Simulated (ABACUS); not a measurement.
## MnO in ABACUS: the effect of exact exchange share

Crystal: MnO.

```
Mn O
1.0
     0.00000    2.22391    2.22391
     2.22391    0.00000    2.22391
     2.22391    2.22391    0.00000
Mn O
1 1
Direct
  0.00000 0.00000 0.00000
  0.50000 0.50000 0.50000
```

The cell is a database's computed one.

Alike in all runs:

| Item | Value |
| --- | --- |
| Program | ABACUS 3.10.1 |
| Task | single point |
| Potentials or basis | SG15 ONCV 1.2 PBE |
| Cutoff | 1361 eV |
| Density cutoff | 5442 eV |
| Basis | DZP LCAO (the cutoffs set its grid) |
| k mesh | 4 × 4 × 4 |
| Occupations | fermi-dirac, width 0.05 eV |
| Spin | collinear spin, ferromagnetic start |
| Starting moments | [4.0, 0.0] μB |

```tsv
exact exchange share	functional	gap on the mesh (eV)
0	PBE	?
0.1	PBE0-type (share 0.1)	0.63
0.25	PBE0-type (share 0.25)	2.26
0.4	PBE0-type (share 0.4)	3.89
```

Q: What does the run with exact exchange share 0 give?

A: gap on the mesh none.

Caveats: all runs use coarse meshes; the atomic orbitals were generated for these runs and aren't a published set; the basis of atomic orbitals isn't converged, which shifts pressures, moduli and gaps; a cell with one magnetic atom can't hold antiferromagnetic order, which such compounds often take; gaps of hybrids in this basis differ from plane-wave ones by up to 0.1 eV (some runs); semilocal functionals often make such compounds metallic where correlation or magnetic order opens a gap, which also shifts bond lengths (some runs).

A k mesh can miss the band edges.

A gap of «none» marks a metal or a gap under the smearing width.
